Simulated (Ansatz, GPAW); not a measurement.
**Geometry or basis: what sets the conductance of a Pt chain with one Al atom in line**

How well does a Pt chain with one Al atom in line conduct once its atoms have relaxed, and how much do cheaper levels lose?

Main program and level: GPAW 26.7.0 and Ansatz 0.2.0; Ansatz plane waves; relaxation of the junction with the lead ends held, in the first sound run; inputs show where later runs differ.

## (1) Set-up

The cell holds 17 atoms: 16 Pt and 1 Al. Cell: a = 9.000 Å, b = 9.000 Å, c = 40.679 Å, α = 90.0°, β = 90.0°, γ = 90.0°. Regions: left lead, 8 atoms (8 Pt); channel, 1 atom (1 Al); right lead, 8 atoms (8 Pt). Vacuum lies along a and b. The structure is stacked along c, and the current runs across the ab planes.

## (2) Relaxing the atoms

Transmission follows bond lengths closely, so the atoms between the held lead ends are relaxed first, from a slightly shaken start that lets symmetry break.

input.yaml

```yaml
crystal:
  lattice:
    - [9.0, 0.0, 0.0]
    - [0.0, 9.0, 0.0]
    - [0.0, 0.0, 40.6794]
  atoms:
    - { symbol: Pt, position: [0.5, 0.5, 0.0294989602] }
    - { symbol: Pt, position: [0.5, 0.5, 0.0884968805] }
    - { symbol: Pt, position: [0.5, 0.5, 0.1474948008] }
    - { symbol: Pt, position: [0.5, 0.5, 0.2064927211] }
    - { symbol: Pt, position: [0.5, 0.5, 0.2654906415] }
    - { symbol: Pt, position: [0.5, 0.5, 0.3244885618] }
    - { symbol: Pt, position: [0.5036708748, 0.5011281043, 0.3830882671] }
    - { symbol: Pt, position: [0.4957991938, 0.4936845958, 0.4424981477] }
    - { symbol: Al, position: [0.4972981097, 0.4970928135, 0.4998363033] }
    - { symbol: Pt, position: [0.4998271799, 0.4924107239, 0.5581978691] }
    - { symbol: Pt, position: [0.493243848, 0.506198747, 0.6169490465] }
    - { symbol: Pt, position: [0.5, 0.5, 0.6755114382] }
    - { symbol: Pt, position: [0.5, 0.5, 0.7345093585] }
    - { symbol: Pt, position: [0.5, 0.5, 0.7935072789] }
    - { symbol: Pt, position: [0.5, 0.5, 0.8525051992] }
    - { symbol: Pt, position: [0.5, 0.5, 0.9115031195] }
    - { symbol: Pt, position: [0.5, 0.5, 0.9705010398] }
kpoints:
  mp_grid: { grid: [1, 1, 2] }
hamiltonian:
  xc: pbe
scf:
  occupations: { method: fermi_dirac, width: 0.1 }
relax:
  f_tol: 0.03
  max_steps: 80
  constraints: [{ sites: [0, 1, 2, 3, 4, 5, 11, 12, 13, 14, 15, 16] }]
```

Command:

```bash
ansatz run input.yaml --threads 4 --pin off --max-ram 8192MiB --backend cpu --events-out ev --progress --plain --runs-dir out
```

Numbers of over 12 decimals in the logs are rounded to 6 here.

Log:

```text
Engine: ansatz 0.2.0, aarch64-unknown-linux-gnu
Pseudopotentials: kind: paw
Pseudopotential: Pt, paw, valence charge 18, recommended cutoff 420 eV (normal), Pt.paw.azcp
Pseudopotential: Al, paw, valence charge 3, recommended cutoff 420 eV (normal), Al.paw.azcp
Functional definition: PBE
  parameter kappa = 0.804
  parameter beta = 0.066725
  exchange = pbe_x(kappa = kappa, mu = beta*pi^2/3)
  correlation = pbe_c(beta = beta)
Crystal: 17 atoms, lattice volume = 3295.031 Å³
Basis set: ecut = 420 eV, 64267 PW (Γ), exchange–correlation on 128×128×576 points (8 copies of the dense FFT grid, shifted against one another)
Bands: 175, of which v1, the nominal top of the filled ones, is band 146 counted from 1 (145 counted from 0)
Symmetry: 1 space group operations
Space group: P1 (ITA 1), of the structure as read, at distance tolerance 1.5e-4 Å
k-points: 2
Non-local potential: Pt, projectors of the file, l = 0: 3, l = 1: 2, l = 2: 2, l = 3: 1
Non-local potential: Al, projectors of the file, l = 0: 2, l = 1: 2, l = 2: 1
PAW form: soft (Blöchl's): semilocal exchange-correlation on the pseudo side does not see the compensation charge
PAW one-centre angular grid: Pt, 590 points (default); XC on 64 Gauss nodes
PAW one-centre angular grid: Al, 110 points (default); XC on 64 Gauss nodes
Initial density: superposition of atomic densities (neutral atoms: chi_scale 0, normalization atom), corrected by the library's trained network
Initial wavefunctions: pseudopotential atomic-orbital guess
Functional: x = pbe(κ = 0.804, μ = 0.219515), c = pbe(β = 0.066725)
SCF iter   1: F=—  HF=-200863.769612 eV  |F-HF|=—  |Δ(HF+E_count)|=         —  Δρ=5.98e-3  dr2=1.03e1  ethr=1.77e-3  ⟨swp⟩=7.0  Hψ=1296  notcnv=0  defer=10
preconditioner: auto → LDOS  [metal: Δε(μ)=0.126 eV  Ē_g=4.520 eV  σ=0.100 eV  W_gap=0.30  n_scr=346 (ndim 8)  ℏωp=8.3 eV  f_vac=0.770  D(μ)=29.62/eV (n_scr^D=112)  β→1.0]
SCF iter   2: F=—  HF=-200863.607523 eV  |F-HF|=—  |Δ(HF+E_count)|=   1.62e-1  Δρ=3.11e-3  dr2=8.88e-1  ethr=1.77e-3  ⟨swp⟩=2.5  Hψ=422  notcnv=0  defer=22
SCF iter   3: F=—  HF=-200863.624673 eV  |F-HF|=—  |Δ(HF+E_count)|=   1.71e-2  Δρ=8.79e-4  dr2=7.06e-2  ethr=3.05e-4  ⟨swp⟩=2.0  Hψ=335  notcnv=0  defer=22
SCF iter   4: F=—  HF=-200863.624451 eV  |F-HF|=—  |Δ(HF+E_count)|=   2.22e-4  Δρ=2.04e-4  dr2=2.49e-3  ethr=2.43e-5  ⟨swp⟩=2.0  Hψ=377  notcnv=0  defer=22
SCF iter   5: F=—  HF=-200863.626840 eV  |F-HF|=—  |Δ(HF+E_count)|=   2.39e-3  Δρ=1.12e-4  dr2=8.63e-4  ethr=8.57e-7  ⟨swp⟩=2.5  Hψ=516  notcnv=0  defer=22
SCF iter   6: F=—  HF=-200863.626808 eV  |F-HF|=—  |Δ(HF+E_count)|=   3.26e-5  Δρ=4.68e-5  dr2=1.63e-4  ethr=2.96e-7  ⟨swp⟩=2.0  Hψ=490  notcnv=0  defer=22
SCF iter   7: F=—  HF=-200863.626846 eV  |F-HF|=—  |Δ(HF+E_count)|=   3.86e-5  Δρ=2.39e-5  dr2=4.34e-5  ethr=5.60e-8  ⟨swp⟩=2.0  Hψ=330  notcnv=0  defer=22
SCF iter   8: F=-200863.626850 eV  HF=-200863.626858 eV  |F-HF|=7.61e-6  |Δ(HF+E_count)|=   1.14e-5  Δρ=1.09e-5  dr2=9.84e-6  ethr=7.73e-9  ⟨swp⟩=4.0  Hψ=930  notcnv=0
SCF 1 converged in 8 iterations: F = -200863.626850 eV  dr2 = 9.84e-6
  greatest PAW one-centre occupation: 1.000 electrons in one spin orbital (limit 2), on the Pt atom at site 4 (counted from 0), in its partial waves of l = 0
relax step   1: F+E_penalty+E_count = -200863.62685011 eV  Δ(F+E_penalty+E_count) = +0.000e0 eV  max|allowed force component| = 1.096e0 eV/Å  Δτ_max = 0.0000 Å  (8 SCF iters, dr2 threshold 2.25e-5 eV, accepted)
Initial density: handed on by an earlier stage of this run
Initial wavefunctions: those handed on with the density
iter 1 solved again at ethr=8.66e-5 eV; its pass at ethr=3.10e-3 eV (dr2=2.52e-1 eV) is discarded
SCF iter   1: F=—  HF=-200863.739357 eV  |F-HF|=—  |Δ(HF+E_count)|=         —  Δρ=2.37e-3  dr2=2.64e-1  ethr=8.66e-5  ⟨swp⟩=1.0  Hψ=899  notcnv=0  defer=17
preconditioner: auto → LDOS  [metal: Δε(μ)=0.117 eV  Ē_g=4.427 eV  σ=0.100 eV  W_gap=0.28  n_scr=346 (ndim 8)  ℏωp=8.3 eV  f_vac=0.776  D(μ)=29.09/eV (n_scr^D=112)  β→1.0]
SCF iter   2: F=—  HF=-200863.724693 eV  |F-HF|=—  |Δ(HF+E_count)|=   1.47e-2  Δρ=1.22e-3  dr2=7.51e-2  ethr=8.66e-5  ⟨swp⟩=2.0  Hψ=629  notcnv=0  defer=17
SCF iter   3: F=—  HF=-200863.712044 eV  |F-HF|=—  |Δ(HF+E_count)|=   1.26e-2  Δρ=4.40e-4  dr2=1.53e-2  ethr=2.58e-5  ⟨swp⟩=2.0  Hψ=578  notcnv=0  defer=17
SCF iter   4: F=—  HF=-200863.711837 eV  |F-HF|=—  |Δ(HF+E_count)|=   2.07e-4  Δρ=1.54e-4  dr2=2.32e-3  ethr=5.25e-6  ⟨swp⟩=2.0  Hψ=540  notcnv=0  defer=17
SCF iter   5: F=—  HF=-200863.711802 eV  |F-HF|=—  |Δ(HF+E_count)|=   3.46e-5  Δρ=5.53e-5  dr2=2.69e-4  ethr=7.98e-7  ⟨swp⟩=2.0  Hψ=382  notcnv=0  defer=17
SCF iter   6: F=-200863.711865 eV  HF=-200863.711875 eV  |F-HF|=9.47e-6  |Δ(HF+E_count)|=   7.28e-5  Δρ=2.09e-5  dr2=3.40e-5  ethr=2.58e-8  ⟨swp⟩=3.0  Hψ=1153  notcnv=0
SCF 2 converged in 6 iterations: F = -200863.711865 eV  dr2 = 3.40e-5
  greatest PAW one-centre occupation: 1.000 electrons in one spin orbital (limit 2), on the Pt atom at site 11 (counted from 0), in its partial waves of l = 0
relax step   2: F+E_penalty+E_count = -200863.71186543 eV  Δ(F+E_penalty+E_count) = -8.502e-2 eV  max|allowed force component| = 3.017e-1 eV/Å  Δτ_max = 0.0829 Å  (6 SCF iters, dr2 threshold 7.51e-5 eV, accepted)
iter 1 solved again at ethr=9.03e-5 eV; its pass at ethr=3.10e-3 eV (dr2=2.63e-1 eV) is discarded
SCF iter   1: F=—  HF=-200863.938790 eV  |F-HF|=—  |Δ(HF+E_count)|=         —  Δρ=3.18e-3  dr2=3.33e-1  ethr=9.03e-5  ⟨swp⟩=1.0  Hψ=1116  notcnv=0  defer=17
eigensolver tolerance schedule calibrated: the retry pair's looser diagonalisation under-reported the residual by θ = 0.21 (0.14/decade); ethr = c·dr2/N_el runs at the constant in force after the calibration composes with the one it found (an armed cap, an earlier calibration), c = 5.4e-2
preconditioner: auto → LDOS  [metal: Δε(μ)=0.065 eV  Ē_g=4.415 eV  σ=0.100 eV  W_gap=0.16  n_scr=346 (ndim 8)  ℏωp=8.3 eV  f_vac=0.775  D(μ)=30.13/eV (n_scr^D=112)  β→1.0]
SCF iter   2: F=—  HF=-200863.912850 eV  |F-HF|=—  |Δ(HF+E_count)|=   2.59e-2  Δρ=2.04e-3  dr2=1.83e-1  ethr=6.15e-5  ⟨swp⟩=2.0  Hψ=642  notcnv=0  defer=17
SCF iter   3: F=—  HF=-200863.861959 eV  |F-HF|=—  |Δ(HF+E_count)|=   5.09e-2  Δρ=3.18e-4  dr2=5.76e-3  ethr=3.38e-5  ⟨swp⟩=2.0  Hψ=608  notcnv=0  defer=17
SCF iter   4: F=—  HF=-200863.863537 eV  |F-HF|=—  |Δ(HF+E_count)|=   1.58e-3  Δρ=1.35e-4  dr2=1.01e-3  ethr=1.07e-6  ⟨swp⟩=2.0  Hψ=614  notcnv=0  defer=17
SCF iter   5: F=—  HF=-200863.863415 eV  |F-HF|=—  |Δ(HF+E_count)|=   1.22e-4  Δρ=4.36e-5  dr2=1.81e-4  ethr=1.87e-7  ⟨swp⟩=2.0  Hψ=593  notcnv=0  defer=17
SCF iter   6: F=—  HF=-200863.863461 eV  |F-HF|=—  |Δ(HF+E_count)|=   4.57e-5  Δρ=1.87e-5  dr2=2.47e-5  ethr=3.35e-8  ⟨swp⟩=2.0  Hψ=497  notcnv=0  defer=17
SCF iter   7: F=—  HF=-200863.863465 eV  |F-HF|=—  |Δ(HF+E_count)|=   3.90e-6  Δρ=9.45e-6  dr2=6.56e-6  ethr=1.05e-9  ⟨swp⟩=4.0  Hψ=1087  notcnv=0
SCF iter   8: F=-200863.863465 eV  HF=-200863.863466 eV  |F-HF|=1.50e-6  |Δ(HF+E_count)|=   1.13e-6  Δρ=5.21e-6  dr2=2.01e-6  ethr=1.05e-9  ⟨swp⟩=3.0  Hψ=822  notcnv=0
SCF 3 converged in 8 iterations: F = -200863.863465 eV  dr2 = 2.01e-6
relax step   3: F+E_penalty+E_count = -200863.86346452 eV  Δ(F+E_penalty+E_count) = -1.516e-1 eV  max|allowed force component| = 9.519e-1 eV/Å  Δτ_max = 0.1491 Å  (8 SCF iters, dr2 threshold 5.69e-6 eV, accepted)
[...]
relax step   4: F+E_penalty+E_count = -200864.03908543 eV  Δ(F+E_penalty+E_count) = -1.756e-1 eV  max|allowed force component| = 7.402e-1 eV/Å  Δτ_max = 0.1999 Å  (7 SCF iters, dr2 threshold 6.86e-5 eV, accepted)
[...]
relax step   5: F+E_penalty+E_count = -200864.09726945 eV  Δ(F+E_penalty+E_count) = -5.818e-2 eV  max|allowed force component| = 2.219e-1 eV/Å  Δτ_max = 0.1953 Å  (7 SCF iters, dr2 threshold 1.00e-4 eV, accepted)
[...]
relax step   6: F+E_penalty+E_count = -200864.11228638 eV  Δ(F+E_penalty+E_count) = -1.502e-2 eV  max|allowed force component| = 3.433e-2 eV/Å  Δτ_max = 0.0872 Å  (8 SCF iters, dr2 threshold 4.43e-6 eV, accepted)
SCF iter   1: F=—  HF=-200864.114591 eV  |F-HF|=—  |Δ(HF+E_count)|=         —  Δρ=6.84e-4  dr2=1.40e-2  ethr=2.32e-4  ⟨swp⟩=3.5  Hψ=649  notcnv=0  defer=17
preconditioner: auto → LDOS  [metal: Δε(μ)=0.025 eV  Ē_g=4.351 eV  σ=0.100 eV  W_gap=0.06  n_scr=346 (ndim 8)  ℏωp=8.3 eV  f_vac=0.774  D(μ)=31.75/eV (n_scr^D=120)  β→1.0]
SCF iter   2: F=—  HF=-200864.113190 eV  |F-HF|=—  |Δ(HF+E_count)|=   1.40e-3  Δρ=4.12e-4  dr2=7.52e-3  ethr=4.81e-6  ⟨swp⟩=2.0  Hψ=671  notcnv=0  defer=17
SCF iter   3: F=—  HF=-200864.111309 eV  |F-HF|=—  |Δ(HF+E_count)|=   1.88e-3  Δρ=8.21e-5  dr2=3.64e-4  ethr=2.58e-6  ⟨swp⟩=2.0  Hψ=571  notcnv=0  defer=17
SCF iter   4: F=—  HF=-200864.111289 eV  |F-HF|=—  |Δ(HF+E_count)|=   1.92e-5  Δρ=3.15e-5  dr2=6.30e-5  ethr=1.25e-7  ⟨swp⟩=2.0  Hψ=517  notcnv=0  defer=17
SCF iter   5: F=—  HF=-200864.113124 eV  |F-HF|=—  |Δ(HF+E_count)|=   1.83e-3  Δρ=1.73e-5  dr2=1.97e-5  ethr=2.16e-8  ⟨swp⟩=2.0  Hψ=516  notcnv=0  defer=17
SCF iter   6: F=—  HF=-200864.113125 eV  |F-HF|=—  |Δ(HF+E_count)|=   1.42e-6  Δρ=7.07e-6  dr2=3.88e-6  ethr=6.77e-9  ⟨swp⟩=2.0  Hψ=482  notcnv=0  defer=17
SCF iter   7: F=—  HF=-200864.113126 eV  |F-HF|=—  |Δ(HF+E_count)|=   3.51e-7  Δρ=3.78e-6  dr2=1.18e-6  ethr=1.33e-9  ⟨swp⟩=1.0  Hψ=333  notcnv=0  defer=17
SCF iter   8: F=—  HF=-200864.113126 eV  |F-HF|=—  |Δ(HF+E_count)|=   5.81e-8  Δρ=1.34e-6  dr2=1.27e-7  ethr=4.04e-10  ⟨swp⟩=2.0  Hψ=337  notcnv=0  defer=17
SCF iter   9: F=-200864.113126 eV  HF=-200864.113126 eV  |F-HF|=1.86e-8  |Δ(HF+E_count)|=   8.93e-9  Δρ=6.21e-7  dr2=3.06e-8  ethr=3.44e-11  ⟨swp⟩=3.0  Hψ=830  notcnv=0
SCF 7 converged in 9 iterations: F = -200864.113126 eV  dr2 = 3.06e-8
relax step   7: F+E_penalty+E_count = -200864.11312563 eV  Δ(F+E_penalty+E_count) = -8.392e-4 eV  max|allowed force component| = 1.254e-2 eV/Å  Δτ_max = 0.0343 Å  (9 SCF iters, accepted)
SCF converged after 9 iterations
Free energy (F): -200864.113126 eV
Harris-Foulkes:  -200864.113126 eV  (|F-HF|=1.86e-8)
Internal energy: -200863.024446 eV  (E = F + TS)
E sigma→0 (E₀):  -200863.568786 eV
Entropy (-TS):   -1.088680 eV (-64.040 meV/atom)
Fermi energy:    -3.832412 eV
--- Per-component energies (eV) ---
  E_band       = -9443.431396
  E_kinetic    = 10192.937013
  E_local      = -96699.669597  (includes V_loc(G=0)·N_el)
  E_nonlocal   = 3242.515271
  E_hartree    = 41639.527933
  E_xc         = -4175.202317
  E_vxc        = -4797.311019  (∫ρ·V_xc dr)
  E_paw        = -151750.720589  (= ΣΔE_a)
  E_vpaw       = -4660.962865  (= ΣTr[D̂ρ^β])
  E_aug_tail   = 0.003091  (compensation charges beyond the density's cutoff)
  E_ewald      = -3312.415251
  E_smearing   = -1.088680  (= −TS)
  E_closure    = 0.000000  (closes the sum)
  Σ components = -200864.113126   (vs F -200864.113126, Δ=0.00e0)
--- Forces (eV/Å), atoms counted from 1 ---
  atom   1  Pt    -0.00464579    -0.01869684    -0.01434825
  atom   2  Pt    -0.00368056    -0.00387513    -0.07425004
  atom   3  Pt     0.01094543     0.02884338    -0.01485724
  atom   4  Pt     0.01496169     0.03173675     0.13641529
  atom   5  Pt     0.00326729     0.01273588     0.18926219
  atom   6  Pt    -0.02363528    -0.04904329     0.31149248
  atom   7  Pt     0.00090479    -0.00019046     0.00036600
  atom   8  Pt    -0.00276441     0.00119032     0.01253614
  atom   9  Al    -0.00038615    -0.00117655     0.00081114
  atom  10  Pt     0.00081560    -0.00403990    -0.01068772
  atom  11  Pt    -0.00287610     0.00152330    -0.00151220
  atom  12  Pt     0.00295499    -0.05284330    -0.31222647
  atom  13  Pt     0.00335874     0.01266483    -0.18948269
  atom  14  Pt     0.00059247     0.03402633    -0.13686737
  atom  15  Pt     0.00270397     0.03024967     0.01449207
  atom  16  Pt     0.00161411    -0.00466043     0.07432031
  atom  17  Pt    -0.00412329    -0.01847776     0.01451853
  max |Σ_I F_I| component: 3.32e-5 eV/Å
--- Relaxed structure (7 steps of the walk, 7 accepted, 0 SCFs on fresh bases) ---
  F+E_penalty+E_count = -200864.11312563 eV   max|allowed force component| = 1.254e-2 eV/Å
  atoms:
    - { symbol: Pt, position: [0.5, 0.5, 0.0294989602] }
    - { symbol: Pt, position: [0.5, 0.5, 0.0884968805] }
    - { symbol: Pt, position: [0.5, 0.5, 0.1474948008] }
    - { symbol: Pt, position: [0.5, 0.5, 0.206493] }
    - { symbol: Pt, position: [0.5, 0.5, 0.265491] }
    - { symbol: Pt, position: [0.5, 0.5, 0.324489] }
    - { symbol: Pt, position: [0.522157, 0.546820, 0.383141] }
    - { symbol: Pt, position: [0.475592, 0.455881, 0.441598] }
    - { symbol: Al, position: [0.500928, 0.500104, 0.499926] }
    - { symbol: Pt, position: [0.506344, 0.450137, 0.558296] }
    - { symbol: Pt, position: [0.500461, 0.551431, 0.616837] }
    - { symbol: Pt, position: [0.5, 0.5, 0.6755114382] }
    - { symbol: Pt, position: [0.5, 0.5, 0.7345093585] }
    - { symbol: Pt, position: [0.5, 0.5, 0.7935072789] }
    - { symbol: Pt, position: [0.5, 0.5, 0.8525051992] }
    - { symbol: Pt, position: [0.5, 0.5, 0.911503] }
    - { symbol: Pt, position: [0.5, 0.5, 0.970501] }
```

Wall time 1.8 min (4 threads of Arm Neoverse V2, shared host); peak memory 4.8 GiB; 6.9 min of CPU time.

Step by step:

```csv
step,energy less that of the first step (eV),largest force component (eV/Å)
1,0.0000,1.0961
2,-0.0850,0.3017
3,-0.2366,0.9519
4,-0.4122,0.7402
5,-0.4704,0.2219
6,-0.4854,0.0343
7,-0.4863,0.0125
```

The atoms that moved most (Å):

```csv
atom,dx,dy,dz,length
Pt7,0.166,0.411,0.002,0.444
Pt11,0.065,0.407,-0.005,0.412
Pt8,-0.182,-0.340,-0.037,0.388
Pt10,0.059,-0.380,0.004,0.385
Al9,0.033,0.027,0.004,0.043
```

This step gave:

```yaml
free_energy: -200864.1131 eV
smearing_term_ts: 1.089 eV
symmetry_operations: 1
```

The relaxation lowered the energy of the cell by 0.486 eV.

(Part 1 of 4 ends here.)

[Logs are printed without paths, hosts, clocks, repeated set-up lines and the standing remarks that a program may print on its own settings, such as how far it seeks lower states.]

[Hosts, paths, dates, database ids (printed as entryN), source tags and the programs' standing remarks are cut or masked in the printed files.]
